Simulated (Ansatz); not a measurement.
This script makes an equation of state with a fit of BeSe, space group F-43m with Ansatz 0.2.0 through its Python package.

`eos_bese.py`:
```python
import ansatz as az
import numpy as np
from scipy.optimize import curve_fit

vectors0 = np.array([
    [0.0, 2.535, 2.535],
    [2.535, 0.0, 2.535],
    [2.535, 2.535, 0.0],
])
sites = [
    ('Be', (0.0, 0.0, 0.0)),
    ('Se', (0.25, 0.25, 0.25)),
]


def build(cell):
    crystal = az.Crystal(lattice=az.Lattice.of(cell))
    for symbol, position in sites:
        crystal = crystal.atom(symbol, position)
    return crystal

def vinet(v, e0, v0, b0, b1):
    eta = (v / v0) ** (1 / 3)
    return e0 + 2 * b0 * v0 / (b1 - 1) ** 2 * (2 - (5 + 3 * b1 * (eta - 1) - 3 * eta) * np.exp(-1.5 * (b1 - 1) * (eta - 1)))


def main() -> None:
    volumes, energies, pressures = [], [], []
    for scale in np.linspace(0.88, 1.12, 7):
        cell = vectors0 * scale ** (1 / 3)
        job = (
            build(cell).calculation()
            .basis(450)
            .functional(az.Functional.PBE)
            .occupations(az.OccupationsMethod.FIXED)
            .pseudopotentials('paw')
            .kpoints(6, 6, 6)
            .stress()
        )
        rep = job.run().report
        volumes.append(abs(np.linalg.det(cell)) / len(sites))
        energies.append(rep['free_energy_ev'] / len(sites))
        pressures.append(np.trace(rep['stress_gpa']) / 3)
        print(f'V = {volumes[-1]:8.4f} A^3/atom  F = {energies[-1]:.5f} eV/atom  P = {pressures[-1]:8.3f} GPa')

    guess = (min(energies), volumes[int(np.argmin(energies))], 0.5, 4.5)
    (e0, v0, b0, b1), _ = curve_fit(vinet, np.array(volumes), np.array(energies), p0=guess, maxfev=20000)
    print(f'Vinet fit: V0 = {v0:.4f} A^3/atom, B0 = {160.21766 * b0:.1f} GPa, B1 = {b1:.2f}')
    print('largest residual', round(1000 * float(np.abs(vinet(np.array(volumes), e0, v0, b0, b1) - energies).max()), 3), 'meV/atom')


if __name__ == '__main__':
    main()
```

From its runs, with one value withheld:

| V (Å³/atom) | F less the lowest row shown (meV/atom) |
| --- | --- |
| 14.336 | 167.59 |
| 14.987 | 95.77 |
| 15.639 | ? |
| 16.290 | 16.44 |
| 16.942 | 1.74 |
| 17.594 | 0.00 |
| 18.245 | 9.03 |

What is the missing energy at 15.639 Å³ an atom?

A third-order Birch-Murnaghan fit, E = E0 + (9 V0 B0 / 16) [(t - 1)³ B' + (t - 1)² (6 - 4t)] with t = (V0/V)^(2/3), through the 6 rows shown gives V0 = 17.361 Å³, B0 = 75.2 GPa, B' = 3.87 and E0 = -0.72 meV. At V = 15.639 Å³, t = 1.07212, and the fit interpolates to 46.71 meV. The run gave 46.71 meV, a miss of 0.00 meV.

Reading the output:
- Pressure is positive in compression.
- At these settings the cell as given stands under about 5 GPa, so it isn't at this functional's equilibrium volume.
- The structure is a deposited one; some such entries were measured under pressure or heat, so a shift against it needn't be the functional's error alone.
- Cost: of the order of 6 core-seconds.
